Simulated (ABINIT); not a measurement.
# Re (P6_3/mmc) in ABINIT: settings compared

The runs below take Re through equation of state, with revPBE, PBE.

Program: ABINIT 10.8.3 (patched build). These are calculated values, not measurements. Logs are shortened: lines on timing, memory, paths and dates and some standing lists are left out, and cuts for length are marked. The log counts tension as positive stress, the text compression.

## 1. Starting point

Symmetry: P6_3/mmc, No. 194, hexagonal system. Conventional cell: a = 2.761 Å, b = 2.761 Å, c = 4.458 Å, α = 90.00°, β = 90.00°, γ = 120.00°. Re (site symmetry -6m2) is surrounded by 12 Re at 2.74 to 2.76 Å.

## 2. Equation of state, revPBE

run.abi

```
ndtset 7
getwfk -1
scalecart1 3*0.9795861087
scalecart2 3*0.9864848297
scalecart3 3*0.9932883884
scalecart4 3*1.0000000000
scalecart5 3*1.0066227096
scalecart6 3*1.0131594038
scalecart7 3*1.0196128224

pp_dirpath "./"
pseudos "Re.GGA_PBE-JTH.xml"

acell 3*1.0
rprim
     5.2171558849     0.0000000000     0.0000000000
    -2.6085779424     4.5181895319     0.0000000000
     0.0000000000     0.0000000000     8.4247770088
ntypat 1
znucl 75
natom 2
typat 1 1
xred
     0.6666666667     0.3333333333     0.7500000000
     0.3333333333     0.6666666667     0.2500000000

ecut 17.0
pawecutdg 34.0

kptopt 1
ngkpt 11 11 6
nshiftk 1
shiftk 0.0 0.0 0.0

ixc 14

nband 19
occopt 3
tsmear 0.05 eV

nstep 100
tolvrs 1.0e-9

iomode 3
prtwf 1
prtden 0
prteig 0
prtebands 0
```

Potentials or basis: JTH PAW PBE v2.0.

Command:

```sh
> abinit run.abi > log 2>&1
```

run.abo:

```text
.Version 10.8.3 of ABINIT
 DATASET    1 : space group P6_3/m m c (#194); Bravais hP (primitive hexag.)
================================================================================
 Values of the parameters that define the memory need for DATASET  1.
     intxc =       0    ionmov =       0      iscf =      17    lmnmax =      18
     lnmax =       6     mgfft =      32  mpssoang =       3    mqgrid =    3001
     natom =       2  nloc_mem =       2    nspden =       1   nspinor =       1
    nsppol =       1      nsym =      24    n1xccc =       1    ntypat =       1
    occopt =       3   xclevel =       2
       mpw =         645          nfft =       12800          nkpt =          64
 PAW method is used; the additional fine FFT grid is defined by:
   mgfftf=        45    nfftf =     40500
================================================================================
================================================================================
[... 71 lines left out ...]
 DATASET    7 : space group P6_3/m m c (#194); Bravais hP (primitive hexag.)
================================================================================
 Values of the parameters that define the memory need for DATASET  7.
     intxc =       0    ionmov =       0      iscf =      17    lmnmax =      18
     lnmax =       6     mgfft =      32  mpssoang =       3    mqgrid =    3001
     natom =       2  nloc_mem =       2    nspden =       1   nspinor =       1
    nsppol =       1      nsym =      24    n1xccc =       1    ntypat =       1
    occopt =       3   xclevel =       2
       mpw =         719          nfft =       12800          nkpt =          64
 PAW method is used; the additional fine FFT grid is defined by:
   mgfftf=        48    nfftf =     43200
================================================================================
================================================================================

--------------------------------------------------------------------------------
------------- Echo of variables that govern the present computation ------------
--------------------------------------------------------------------------------
 -outvars: echo values of preprocessed input variables --------
            acell      1.0000000000E+00  1.0000000000E+00  1.0000000000E+00 Bohr
              amu      1.86207000E+02
             ecut      1.70000000E+01 Hartree
           getwfk          -1
                       outvar_i_n : Printing only first  50 k-points.
              ixc          14
           jdtset        1    2    3    4    5    6    7
                       outvar_i_n : Printing only first  50 k-points.
         kptrlatt       11    0    0      0   11    0      0    0    6
          kptrlen1     4.95167672E+01
          kptrlen2     4.98654883E+01
          kptrlen3     5.02093991E+01
          kptrlen4     5.05486621E+01
          kptrlen5     5.08834312E+01
          kptrlen6     5.12138523E+01
          kptrlen7     5.15400640E+01
            natom           2
            nband          19
           ndtset           7
            ngfft          20      20      32
          ngfftdg1         30      30      45
          ngfftdg2         30      30      45
          ngfftdg3         30      30      45
          ngfftdg4         30      30      48
          ngfftdg5         30      30      48
          ngfftdg6         30      30      48
          ngfftdg7         30      30      48
             nkpt          64
            nstep         100
             nsym          24
           ntypat           1
                       prtocc : prtvol=0, do not print more k-points.
           occopt           3
        pawecutdg      3.40000000E+01 Hartree
         pawxcdev           0
           prtden           0
        prtebands           0
           prteig           0
            rprim1     5.1106534318E+00  0.0000000000E+00  0.0000000000E+00
                      -2.5553267158E+00  4.4259557019E+00  0.0000000000E+00
                       0.0000000000E+00  0.0000000000E+00  8.2527945267E+00
            rprim2     5.1466451346E+00  0.0000000000E+00  0.0000000000E+00
                      -2.5733225673E+00  4.4571254309E+00  0.0000000000E+00
                       0.0000000000E+00  0.0000000000E+00  8.3109147128E+00
            rprim3     5.1821403609E+00  0.0000000000E+00  0.0000000000E+00
                      -2.5910701804E+00  4.4878651986E+00  0.0000000000E+00
                       0.0000000000E+00  0.0000000000E+00  8.3682331777E+00
            rprim4     5.2171558849E+00  0.0000000000E+00  0.0000000000E+00
                      -2.6085779424E+00  4.5181895319E+00  0.0000000000E+00
                       0.0000000000E+00  0.0000000000E+00  8.4247770088E+00
            rprim5     5.2517075933E+00  0.0000000000E+00  0.0000000000E+00
                      -2.6258537966E+00  4.5481121891E+00  0.0000000000E+00
                       0.0000000000E+00  0.0000000000E+00  8.4805718604E+00
            rprim6     5.2858105459E+00  0.0000000000E+00  0.0000000000E+00
                      -2.6429052729E+00  4.5776462124E+00  0.0000000000E+00
                       0.0000000000E+00  0.0000000000E+00  8.5356420514E+00
            rprim7     5.3194790367E+00  0.0000000000E+00  0.0000000000E+00
                      -2.6597395183E+00  4.6068039808E+00  0.0000000000E+00
                       0.0000000000E+00  0.0000000000E+00  8.5900106640E+00
          spgroup         194
           tolvrs      1.00000000E-09
           tsmear      1.83746611E-03 Hartree
            typat      1  1
           useylm           1
                       outvars : Printing only first  50 k-points.
           xangst1     1.3522206635E+00  7.8070496411E-01  3.2753930901E+00
                       1.7279064456E-11  1.5614099282E+00  1.0917976967E+00
           xangst2     1.3617436580E+00  7.8620306753E-01  3.2984599986E+00
                       1.7400753801E-11  1.5724061351E+00  1.0994866662E+00
           xangst3     1.3711352904E+00  7.9162532904E-01  3.3212087176E+00
                       1.7520685107E-11  1.5832506581E+00  1.1070695725E+00
           xangst4     1.3803999991E+00  7.9697431107E-01  3.3436499977E+00
                       1.7638891041E-11  1.5939486221E+00  1.1145499992E+00
           xangst5     1.3895419874E+00  8.0225244049E-01  3.3657940207E+00
                       1.7755912788E-11  1.6045048810E+00  1.1219313402E+00
           xangst6     1.3985652401E+00  8.0746201784E-01  3.3876504382E+00
                       1.7871297774E-11  1.6149240357E+00  1.1292168127E+00
           xangst7     1.4074735391E+00  8.1260522669E-01  3.4092284113E+00
                       1.7985191653E-11  1.6252104534E+00  1.1364094704E+00
            xcart1     2.5553267159E+00  1.4753185673E+00  6.1895958950E+00
                       3.2652699534E-11  2.9506371346E+00  2.0631986317E+00
            xcart2     2.5733225673E+00  1.4857084770E+00  6.2331860346E+00
                       3.2882659068E-11  2.9714169540E+00  2.0777286782E+00
            xcart3     2.5910701805E+00  1.4959550662E+00  6.2761748833E+00
                       3.3109296390E-11  2.9919101324E+00  2.0920582944E+00
            xcart4     2.6085779425E+00  1.5060631773E+00  6.3185827566E+00
                       3.3332673232E-11  3.0121263546E+00  2.1061942522E+00
            xcart5     2.6258537966E+00  1.5160373964E+00  6.3604288953E+00
                       3.3553812285E-11  3.0320747927E+00  2.1201429651E+00
            xcart6     2.6429052730E+00  1.5258820708E+00  6.4017315385E+00
                       3.3771858308E-11  3.0517641416E+00  2.1339105128E+00
            xcart7     2.6597395184E+00  1.5356013269E+00  6.4425079980E+00
                       3.3987086546E-11  3.0712026538E+00  2.1475026660E+00
             xred      6.6666666667E-01  3.3333333333E-01  7.5000000000E-01
                       3.3333333333E-01  6.6666666667E-01  2.5000000000E-01
            znucl       75.00000

================================================================================

 chkinp: Checking input parameters for consistency, jdtset=   1.

 chkinp: Checking input parameters for consistency, jdtset=   2.
[... 40 lines left out ...]
 getcut: wavevector=  0.0000  0.0000  0.0000  ngfft=  30  30  45
         ecut(hartree)=     34.000   => boxcut(ratio)=   2.03117

--- Pseudopotential description ------------------------------------------------
- pspini: atom type   1  psp file is ./Re.GGA_PBE-JTH.xml
 Pseudopotential format is: paw10
 basis_size (lnmax)=  6 (lmn_size= 18), orbitals=   0   0   1   1   2   2
 Spheres core radius: rc_sph= 2.21457510
 Shapefunction is BESSEL type: shapef(r,l)=aa(1,l)*jl(q(1,l)*r)+aa(2,l)*jl(q(2,l)*r)
 Radius for shape functions =  2.01218764
 Compensation charge density is not taken into account in XC energy/potential

   2.89580778E+03                                ecore*ucvol(ha*bohr**3)
--------------------------------------------------------------------------------

================================================================================

--- !BeginCycle
iteration_state: {dtset: 1, }
solver: {iscf: 17, nstep: 100, nline: 4, wfoptalg: 10, }
tolerances: {tolvrs: 1.00E-09, }
...
[... 1246 lines left out ...]
-Cartesian components of stress tensor (GPa)         [Pressure= -1.3866E+01 GPa]
- sigma(1 1)=  1.40459266E+01  sigma(3 2)=  0.00000000E+00
- sigma(2 2)=  1.40459266E+01  sigma(3 1)=  0.00000000E+00
- sigma(3 3)=  1.35067875E+01  sigma(2 1)= -2.14324235E-08

== END DATASET(S) ==============================================================
================================================================================

 -outvars: echo values of variables after computation  --------
            acell      1.0000000000E+00  1.0000000000E+00  1.0000000000E+00 Bohr
           etotal1    -1.6028374555E+02
           etotal2    -1.6028799842E+02
           etotal3    -1.6029095321E+02
           etotal4    -1.6029272322E+02
           etotal5    -1.6029343898E+02
           etotal6    -1.6029316703E+02
           etotal7    -1.6029206082E+02
            fcart1    -0.0000000000E+00  0.0000000000E+00 -0.0000000000E+00
                      -0.0000000000E+00  0.0000000000E+00 -0.0000000000E+00
            fcart2     5.2318455085E-29 -9.0618222380E-29 -3.3972712452E-23
                      -5.2318455085E-29  9.0618222380E-29  3.3972712452E-23
            fcart3    -2.0784039301E-28  8.3997694797E-28 -3.3740015336E-23
                       2.0784039301E-28 -8.3997694797E-28  3.3740015336E-23
            fcart4     5.1611362255E-28  4.1716967446E-28 -0.0000000000E+00
                      -5.1611362255E-28 -4.1716967446E-28 -0.0000000000E+00
            fcart5     1.5381541196E-28 -2.9601789835E-29 -0.0000000000E+00
                      -1.5381541196E-28  2.9601789835E-29 -0.0000000000E+00
[... 38 lines left out ...]
                       0.0000000000E+00  0.0000000000E+00 -7.2847326644E-13
           xangst1     1.3522206635E+00  7.8070496411E-01  3.2753930901E+00
                       1.7279064456E-11  1.5614099282E+00  1.0917976967E+00
           xangst2     1.3617436580E+00  7.8620306753E-01  3.2984599986E+00
                       1.7400753801E-11  1.5724061351E+00  1.0994866662E+00
           xangst3     1.3711352904E+00  7.9162532904E-01  3.3212087176E+00
                       1.7520685107E-11  1.5832506581E+00  1.1070695725E+00
           xangst4     1.3803999991E+00  7.9697431107E-01  3.3436499977E+00
                       1.7638891041E-11  1.5939486221E+00  1.1145499992E+00
           xangst5     1.3895419874E+00  8.0225244049E-01  3.3657940207E+00
                       1.7755912788E-11  1.6045048810E+00  1.1219313402E+00
           xangst6     1.3985652401E+00  8.0746201784E-01  3.3876504382E+00
                       1.7871297774E-11  1.6149240357E+00  1.1292168127E+00
           xangst7     1.4074735391E+00  8.1260522669E-01  3.4092284113E+00
                       1.7985191653E-11  1.6252104534E+00  1.1364094704E+00
             xred      6.6666666667E-01  3.3333333333E-01  7.5000000000E-01
                       3.3333333333E-01  6.6666666667E-01  2.5000000000E-01
 Calculation completed.
```

Wall time 2.2 min (1 thread of Arm Neoverse V1, shared host); peak memory 0.15 GiB.

Results:

```yaml
Equilibrium_volume: 15.07 Å³/atom
Bulk_modulus_at_fixed_shape_and_positions: 356 GPa
Pressure_derivative_of_the_bulk_modulus: "4.2 (rough: it moves with the points fitted)"
```

Energy against volume, from the lowest point:
```tsv
volume (Å³/atom)	energy (meV/atom)
13.831	131.89
14.125	74.02
14.420	33.82
14.714	9.74
15.008	0.00
15.303	3.70
15.597	18.75
```

Caveat: the cutoff is too short for stress, so the log's stress isn't used; pressures at fixed basis lie under the slope of the energies; the cell was scaled at fixed shape and fractional positions, which overstates the stiffness of a crystal with free parameters, most of all of layers and chains; the PAW data sets were made with another functional, which shifts forces and pressure a little. The run has no spin-orbit coupling, so splittings on Re are missing.

## 3. Equation of state, PBE

Changes to run.abi since step 2:

```diff
@@ -1 +1,2 @@
+# Datasets: one volume each
 ndtset 7
@@ -10,2 +11,3 @@
 
+# Pseudopotentials
 pp_dirpath "./"
@@ -13,2 +15,3 @@
 
+# Structure
 acell 3*1.0
@@ -26,5 +29,7 @@
 
-ecut 17.0
-pawecutdg 34.0
+# Plane-wave basis
+ecut 326.536635 eV
+pawecutdg 24.0
 
+# k points
 kptopt 1
@@ -34,4 +39,6 @@
 
-ixc 14
+# Exchange and correlation
+ixc 11
 
+# Bands and occupations
 nband 19
@@ -40,2 +47,3 @@
 
+# SCF cycle
 nstep 100
@@ -43,2 +51,3 @@
 
+# Output
 iomode 3
@@ -48 +57,2 @@
 prtebands 0
+enunit 1
```

Potentials or basis: JTH PAW PBE v2.0.

Command:

```sh
> abinit run.abi > log 2>&1
```

Wall time 93 s (1 thread of Arm Neoverse V1, shared host); peak memory 0.13 GiB.

Results (log left out):

```yaml
Equilibrium_volume: 14.96 Å³/atom
Bulk_modulus_at_fixed_shape_and_positions: 343 GPa
Pressure_derivative_of_the_bulk_modulus: "5.4 (rough: it moves with the points fitted)"
```

Energy against volume, from the lowest point:
```
volume (Å³/atom)  energy (meV/atom)
          13.831             107.38
          14.125              56.05
          14.420              22.41
          14.714               3.88
          15.008               0.00
          15.303               7.68
          15.597              26.16
```

Caveat: the cutoff is too short for stress, so the log's stress isn't used; pressures at fixed basis lie under the slope of the energies; the cell was scaled at fixed shape and fractional positions, which overstates the stiffness of a crystal with free parameters, most of all of layers and chains. Spin-orbit coupling is left out, which matters for the levels of Re.
